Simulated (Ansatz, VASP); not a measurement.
This is a calculation of BN for VASP 6.6.1. The cell is a database's computed one, not the measured one.

INCAR

```
ALGO = Normal
EDIFF = 1E-6
ENCUT = 520
GGA = PE
ISIF = 2
ISMEAR = 0
LASPH = T
LCHARG = F
LREAL = F
LWAVE = F
NELM = 80
PREC = Accurate
SIGMA = 0.03
```

KPOINTS

```
k-points
0
Gamma
  13 13 13
```

The input POSCAR:

```
BN
1.0
    0.0000000000      1.8130010000      1.8130010000
    1.8130010000      0.0000000000      1.8130010000
    1.8130010000      1.8130010000      0.0000000000
N B
1 1
Direct
    0.2500000000      0.2500000000      0.2500000000
    0.0000000000      0.0000000000      0.0000000000
```

Potentials or basis: VASP PAW PBE potentials, release 64 (N, B).

Run with:

```sh
$ cat potpaw_PBE.64/N/POTCAR potpaw_PBE.64/B/POTCAR > POTCAR
$ mpirun -np 1 vasp_std > vasp.out
```

What does the same run look like in Ansatz 0.2.0? Potentials or basis there: Ansatz PAW, cutoff 420 eV.

As run (cutoffs and basis follow the program's own potentials, and thresholds, step limits or extra output files can differ):

File input.yaml:

```yaml
crystal:
  lattice:
    - [0.0, 1.813001, 1.813001]
    - [1.813001, 0.0, 1.813001]
    - [1.813001, 1.813001, 0.0]
  atoms:
    - { symbol: "N", position: [0.25, 0.25, 0.25] }
    - { symbol: B, position: [0.0, 0.0, 0.0] }
hamiltonian:
  xc: pbe
  pseudopotentials: { kind: paw }
kpoints:
  mp_grid: { grid: [13, 13, 13] }
scf:
  occupations: { method: gaussian, width: 0.03 }
output:
  forces: true
  stress: true
  eigenvalues: true
  write_density: true
  write_potential: true
  elf: true
  volumetric_format: npy
```

Potentials or basis: Ansatz PAW.

Run with:

```sh
$ ansatz run input.yaml --threads 2 --pin off --max-ram 5632MiB --backend cpu --events-out ev --progress --plain --runs-dir out
```

Both were run:

|  | VASP | Ansatz |
| --- | --- | --- |
| Pressure | -0.2 GPa | -0.4 GPa |

Ansatz's pressure holds a Pulay term of +1.05 GPa for its cutoff of 420 eV, which the other run lacks.

Where Ansatz's input types no cutoff or centring, it takes its own default and a Γ-centred mesh.

Pressure is positive in compression.
